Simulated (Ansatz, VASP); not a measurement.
# Two plane-wave programs on KBr

```
K Br
1.0
     0.00000    3.40587    3.27488
     3.40587    0.00000    3.27488
     3.40587    3.40587    0.00000
K Br
1 1
Direct
  0.00000 0.00000 0.00000
  0.50000 0.50000 0.50000
```

Change from the starting cell: strain +0.040 along x and y, +0.000 along z, atoms carried along.

Alike in both runs: task single point; functional PBEsol; k mesh 6 × 6 × 6; occupations gaussian, width 0.05 eV; no spin polarisation.

|  | VASP | Ansatz |
| --- | --- | --- |
| version | VASP 6.6.1 | Ansatz 0.2.0 |
| potentials or method | VASP PAW PBE potentials, release 64 (K_sv, Br) | scalar-relativistic, plane waves, PAW |
| plane-wave cutoff (eV) | 520 | 420 |
| valence electrons in the cell | 16 | 16 |

```csv
,VASP,Ansatz,Ansatz less VASP
gap on the k mesh at the Fermi level (eV),4.14,4.14,+0.002
least direct gap on the mesh (eV),4.14,4.14,+0.002
pressure (GPa),-0.9,-0.9,-0.03
largest component of the traceless stress (GPa),0.59,0.58,-0.014
```

The functional is the same, so the differences come from potentials, cutoffs and numerics.

Caveats: the PAW data sets were made with another functional, which shifts forces and pressure a little (VASP).
